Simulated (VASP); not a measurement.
Wanted: the native input for a VASP 6.6.1 run.

| Quantity | Value |
| --- | --- |
| Task | atomic charges |
| Functional | LDA |
| Potentials or basis | VASP PAW LDA potentials, release 64 (Rb_pv) |
| Cutoff | 500 eV |
| k mesh | 7 × 7 × 7 |
| Occupations | methfessel-paxton, width 0.2 eV |
| Spin | no spin polarisation |
| Further INCAR settings | ALGO = Normal; EDIFF = 1e-06 |

The structure of Rb lies in POSCAR:

```
Rb
1.0
   -2.9545118615      2.9545118615      2.7308451955
    2.9545118615     -2.9545118615      2.7308451955
    2.9545118615      2.9545118615     -2.7308451955
Rb
1
Direct
    0.0000000000      0.0000000000      0.0000000000
```

This isn't the form of Rb at room conditions, which is bcc.

These files were run (other wordings do the same):

INCAR

```
PREC = Accurate ; ENCUT = 500
EDIFF = 1E-6 ; ISMEAR = 1
SIGMA = 0.2 ; LREAL = F
LASPH = T ; NELM = 100
ALGO = Normal ; ISIF = 2
LWAVE = F ; LCHARG = F
GGA = CA ; LORBIT = 11
```

KPOINTS

```
regular mesh
0
Gamma
  7 7 7
```

Potentials or basis: VASP PAW LDA potentials, release 64 (Rb_pv).

Run with:

```sh
$ cat potpaw_LDA.64/Rb_pv/POTCAR > POTCAR
$ mpirun -np 1 vasp_std > vasp.out
```

Results of the run:

```json
{"Pressure": "-0.5 GPa", "Band gap on the k mesh": "none (metal or under the smearing width)", "Valence electrons inside the program's atomic spheres": "Rb 6.10"}
```

Wall time 23 s on 1 thread of AMD EPYC 7R13 Processor (Zen 3) (shared host), peak memory 0.15 GiB.
